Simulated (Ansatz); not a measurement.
## SiC and a variant

Base: a COD entry whose atoms were relaxed with PBE, the cell held.

```
Si C
1.0
     3.07900    0.00000    0.00000
    -1.53950    2.66649    0.00000
     0.00000    0.00000   20.14600
Si C
8 8
Direct
  0.33333 0.66667 0.25011
  0.66667 0.33333 0.75011
  0.33333 0.66667 0.62500
  0.66667 0.33333 0.12500
  0.00000 0.00000 0.00010
  0.00000 0.00000 0.50010
  0.33333 0.66667 0.87518
  0.66667 0.33333 0.37518
  0.33333 0.66667 0.96891
  0.66667 0.33333 0.46891
  0.00000 0.00000 0.09387
  0.00000 0.00000 0.59387
  0.33333 0.66667 0.34412
  0.66667 0.33333 0.84412
  0.33333 0.66667 0.71872
  0.66667 0.33333 0.21872
```

Sites (sets of like atoms) are named by element and the number of their first atom in this list.

Method: Kohn–Sham DFT in Ansatz, PBE, plane waves and PAW (field gradients read without the response of the frozen cores, which leaves them typically 4 to 6 % off), scalar-relativistic, 420 eV cutoff, Γ-centred 10×10×2 k-points, Fermi–Dirac smearing 0.02 eV.

(1) Variant: x and y compressed by 3 %, ions at fixed fractional positions. What happens to the gradients (10²¹ V/m²)?

## Answers

(1) 

```
site   atoms  V_zz base  η base  V_zz variant  η variant
 Si1    1, 2     -0.086    0.00          0.93       0.00
 Si3    3, 4       0.17    0.00          1.14       0.00
 Si5    5, 6       0.13    0.00          1.11       0.00
 Si7    7, 8       0.20    0.00          1.16       0.00
  C9   9, 10      0.020    0.00          0.52       0.00
 C11  11, 12      0.018    0.00          0.51       0.00
 C13  13, 14       0.21    0.00          0.70       0.00
 C15  15, 16      0.056    0.00          0.54       0.00
```

The largest change of V_zz is on Si1, from -0.086 to 0.93. Small gradients that grow severalfold: Si7 (0.20 to 1.16), Si3 (0.17 to 1.14), Si5 (0.13 to 1.11). V_zz changes sign on Si1 (same axis).

For the variant: At this changed cell the PBE pressure is 19 GPa. The atoms aren't relaxed in the changed cell (largest force 0.4 eV/Å).
